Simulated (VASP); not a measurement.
## ZnS in VASP 6.6.1, single-point calculation

INCAR

```
NSW = 0
ISMEAR = -1
GGA = PE
LREAL = .FALSE.
IBRION = -1
EDIFF = 1E-7
LWAVE = .FALSE.
ISIF = 2
NBANDS = 16
NELM = 120
PREC = Accurate
LCHARG = .FALSE.
IVDW = 10
SIGMA = 0.02
LASPH = .TRUE.
ENCUT = 520
```

KPOINTS

```
KPOINTS created by Atomic Simulation Environment
0
Gamma
8 8 8
0 0 0
```

POSCAR

```
Zn S
 1.0000000000000000
    -0.0565262558000000    2.6914412923000000    2.6914412923000000
     2.6914412923000000   -0.0565262558000000    2.6914412923000000
     2.6914412923000000    2.6914412923000000   -0.0565262558000000
 Zn  S
   1   1
Cartesian
 -0.0093943000730111 -0.0093943000730111 -0.0093943000730111
  1.3409833822730111  1.3409833822730111  1.3409833822730113
```

The recommended PBE PAW datasets give the neutral cell 18 valence electrons.

Command

```
mpirun -np 1 vasp_std
```

OSZICAR

```
N       E                     dE             d eps       ncg     rms          rms(c)
DAV:   1     0.879463818113E+02    0.87946E+02   -0.89195E+03  2080   0.134E+03
DAV:   2    -0.156635282315E+01   -0.89513E+02   -0.83714E+02  2408   0.256E+02
DAV:   3    -0.721422938591E+01   -0.56479E+01   -0.56261E+01  2600   0.631E+01
DAV:   4    -0.727286711549E+01   -0.58638E-01   -0.58624E-01  2560   0.665E+00
DAV:   5    -0.727357576403E+01   -0.70865E-03   -0.70864E-03  2640   0.695E-01    0.664E+00
DAV:   6    -0.686493429361E+01    0.40864E+00   -0.73907E-01  3192   0.297E+01    0.521E+00
DAV:   7    -0.684501515397E+01    0.19919E-01   -0.24234E-01  2512   0.441E+00    0.265E+00
DAV:   8    -0.684427764054E+01    0.73751E-03   -0.50400E-03  2664   0.812E-01    0.683E-01
DAV:   9    -0.684453917298E+01   -0.26153E-03   -0.12019E-03  2536   0.279E-01    0.101E-01
DAV:  10    -0.684471260254E+01   -0.17343E-03   -0.23136E-04  2576   0.138E-01    0.513E-02
DAV:  11    -0.684470434908E+01    0.82535E-05   -0.35768E-05  2400   0.842E-02    0.834E-03
DAV:  12    -0.684470516205E+01   -0.81297E-06   -0.40926E-06  2896   0.214E-02    0.467E-03
DAV:  13    -0.684470528707E+01   -0.12503E-06   -0.72536E-07  2672   0.748E-03    0.274E-03
DAV:  14    -0.684470527932E+01    0.77466E-08   -0.74438E-08  2200   0.207E-03
   1 F= -.72543028E+01 E0= -.72543028E+01  d E =-.166862E-11
```

From OUTCAR

```
k-points           NKPTS =     65   k-points in BZ     NKDIM =     65   number of bands    NBANDS=     16

   NELECT =      18.0000    total number of electrons

   dimension x,y,z NGX =    28 NGY =   28 NGZ =   28
   dimension x,y,z NGXF=    56 NGYF=   56 NGZF=   56

  energy-cutoff  :      520.00
  volume of cell :       40.22
      direct lattice vectors                 reciprocal lattice vectors
    -0.056526256  2.691441292  2.691441292    -0.180021675  0.183883641  0.183883641
     2.691441292 -0.056526256  2.691441292     0.183883641 -0.180021675  0.183883641
     2.691441292  2.691441292 -0.056526256     0.183883641  0.183883641 -0.180021675

 k-points in reciprocal lattice and weights: KPOINTS created by Atomic Simulation Env
   0.00000000  0.00000000  0.00000000       0.002
   0.12500000  0.00000000  0.00000000       0.012
   0.25000000  0.00000000  0.00000000       0.012
   0.37500000  0.00000000  0.00000000       0.012
   0.50000000  0.00000000  0.00000000       0.006
   0.12500000  0.12500000  0.00000000       0.012
   0.25000000  0.12500000  0.00000000       0.023
   0.37500000  0.12500000 -0.00000000       0.023
   ...

 E-fermi :   2.4395

 k-point     1 :       0.0000    0.0000    0.0000
  band No.  band energies     occupation
      1     -11.0766      2.00000
      2      -4.3390      2.00000
      3      -4.3390      2.00000
      4      -4.3235      2.00000
      5      -3.8598      2.00000
      6      -3.8598      2.00000
      7       1.8801      2.00000
      8       1.8801      2.00000
      9       2.0246      2.00000
     10       3.9431      0.00000
     11       8.2102      0.00000
     12       8.2102      0.00000
     13       8.6338      0.00000
     14      13.6746      0.00000
     15      13.6746      0.00000
     16      13.6992      0.00000

 k-point     2 :       0.1250    0.0000    0.0000
  band No.  band energies     occupation
      1     -10.9659      2.00000
      2      -4.3354      2.00000
      3      -4.3183      2.00000
      4      -4.3049      2.00000
      5      -3.8620      2.00000
      6      -3.8604      2.00000
      7       0.7854      2.00000
      8       1.7426      2.00000
      9       1.8726      2.00000
     10       4.7807      0.00000
     11       8.1703      0.00000
     12       8.4668      0.00000
     13       8.8191      0.00000
     14      13.0575      0.00000
     15      13.1619      0.00000
     16      14.4968      0.00000

 k-point     3 :       0.2500    0.0000    0.0000
  band No.  band energies     occupation
      1     -10.6773      2.00000
      2      -4.2879      2.00000
      3      -4.2724      2.00000
      4      -4.2604      2.00000
      5      -3.8611      2.00000
      6      -3.8552      2.00000
      7      -0.8981      2.00000
      8       1.4416      2.00000
      9       1.5679      2.00000
     10       5.3851      0.00000
     11       8.7410      0.00000
     12       8.8815      0.00000
     13       9.1524      0.00000
     14      12.7680      0.00000
     15      13.0666      0.00000
     16      14.1460      0.00000

 ...

  Total      -0.65972    -0.65972    -0.65972     0.23481     0.23481     0.23481
  in kB     -26.27951   -26.27951   -26.27951     9.35357     9.35357     9.35357
  external pressure =      -26.28 kB  Pullay stress =        0.00 kB

 POSITION                                       TOTAL-FORCE (eV/Angst)
 -----------------------------------------------------------------------------------
      5.31696      5.31696      5.31696        -0.008380     -0.008380     -0.008380
      1.34098      1.34098      1.34098         0.008380      0.008380      0.008380
 -----------------------------------------------------------------------------------
    total drift:                               -0.000029     -0.000029     -0.000028

  FREE ENERGIE OF THE ION-ELECTRON SYSTEM (eV)
  ---------------------------------------------------
  free  energy   TOTEN  =        -7.2543027662 eV

  energy  without entropy=       -7.2543027662  energy(sigma->0) =       -7.25430277
```

It converged. Results: gap between bands v and c on the k mesh 1.92 eV; least direct gap on the k mesh 1.92 eV; pressure -2.6 GPa. Band v is the last that the valence electrons fill when counted band by band, and c is the next.

For comparison, a separate PBE run of the intended cell, on usual settings and not on those above, gives a gap of 1.92 eV on its mesh and a pressure of 0.3 GPa.

The run above took about 40 s on one core of a shared host (Intel Xeon Platinum 8488C) and held 0.18 GiB at most.
